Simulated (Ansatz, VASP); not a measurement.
## One calculation of AlRu, two programs

File INCAR:

```
  PREC = Accurate
  ENCUT = 600
  EDIFF = 1E-7
  ISMEAR = 0
  SIGMA = 0.1
  LREAL = False
  LASPH = True
  NELM = 80
  ALGO = Fast
  ISIF = 3
  LWAVE = False
  LCHARG = False
  GGA = PE
  IBRION = 2
  NSW = 100
  EDIFFG = -0.01
```

File KPOINTS:

```
regular mesh
0
Gamma
  18 18 18
```

File POSCAR:

```
AlRu
1.0
    3.0037904299      0.0000000000      0.0000000000
    0.0000000000      3.0037904299      0.0000000000
    0.0000000000      0.0000000000      3.0037904299
Al Ru
1 1
Direct
    0.0000000000      0.0000000000      0.0000000000
    0.5000000000      0.5000000000      0.5000000000
```

Input for Ansatz:

```yaml
crystal:
  lattice:
    - [3.0037904299, 0.0, 0.0]
    - [0.0, 3.0037904299, 0.0]
    - [0.0, 0.0, 3.0037904299]
  atoms:
    - { symbol: Al, position: [0.0, 0.0, 0.0] }
    - { symbol: Ru, position: [0.5, 0.5, 0.5] }
basis:
  ecutwfc: 420
kpoints:
  mp_grid: { grid: [18, 18, 18] }
hamiltonian:
  xc: pbe
scf:
  occupations: { method: gaussian, width: 0.1 }
output:
  forces: true
  stress: true
  eigenvalues: true
  write_density: true
  write_potential: true
  elf: true
  volumetric_format: npy
relax:
  adjacent_minimum: "off"
  f_tol: 0.01
  max_steps: 80
  cell: { stress_tol: 0.05 }
```

Change from the starting cell: species swapped into the GdIn type (Pm-3m, No. 221).

Alike in both runs: task relaxation of cell and atoms; functional PBE; k mesh 18 × 18 × 18; occupations gaussian, width 0.1 eV; no spin polarisation.

|  | VASP | Ansatz |
| --- | --- | --- |
| version | VASP 6.6.1 | Ansatz 0.2.0 |
| potentials or method | VASP PAW PBE potentials, release 64 (Al, Ru_pv) | scalar-relativistic, plane waves, PAW |
| plane-wave cutoff (eV) | 600 | 420 |
| valence electrons in the cell | 17 | 19 |

|  | VASP | Ansatz | Ansatz less VASP |
| --- | --- | --- | --- |
| gap on the k mesh at the Fermi level, each at its own relaxed structure (eV) | none | none | - |
| relaxed volume (Å³/atom) | 13.55 | 13.55 | 0.000 |
| relaxed cell length with the largest relative difference (Å) | 3.004 | 3.004 | 0.0000 |

A gap of «none» marks a metal or a gap that the smearing closes. The two sets of potentials don't hold the same shells in valence.

Caveats: the relaxation stopped at its first step, so nothing moved.
